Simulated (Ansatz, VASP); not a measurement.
## Al in VASP and in Ansatz

```
Al
1.0
     2.03418    2.03418    0.00000
    -2.03418    2.03418    0.00000
     0.00000    0.00000    3.89493
Al
2
Direct
  0.00000 0.00000 0.00000
  0.50000 0.50000 0.50000
```

Change from the starting cell: uniaxial strain along c, a, b and atoms relaxed: -3.0 %.

Alike in both runs: functional PBEsol; k mesh 18 × 18 × 14; occupations gaussian, width 0.1 eV; no spin polarisation.

Ansatz relaxed the structure, and its values are those at the end. VASP's run is a single point on that final structure, the one shown.

```csv
,VASP,Ansatz
version,VASP 6.6.1,Ansatz 0.2.0
potentials or method,"VASP PAW PBE potentials, release 64 (Al)","scalar-relativistic, plane waves, PAW"
plane-wave cutoff (eV),520,420
valence electrons in the cell,6,6
```

VASP gave:

* gap on the k mesh at the Fermi level (eV): none
* pressure (GPa): 0.6

Question: What did Ansatz give for the same quantities?

Answer: gap on the k mesh at the Fermi level (eV): none; pressure (GPa): 0.5.

A gap of «none» marks a metal or a gap that the smearing closes.

Caveats: the PAW data sets were made with another functional, which shifts forces and pressure a little (VASP).
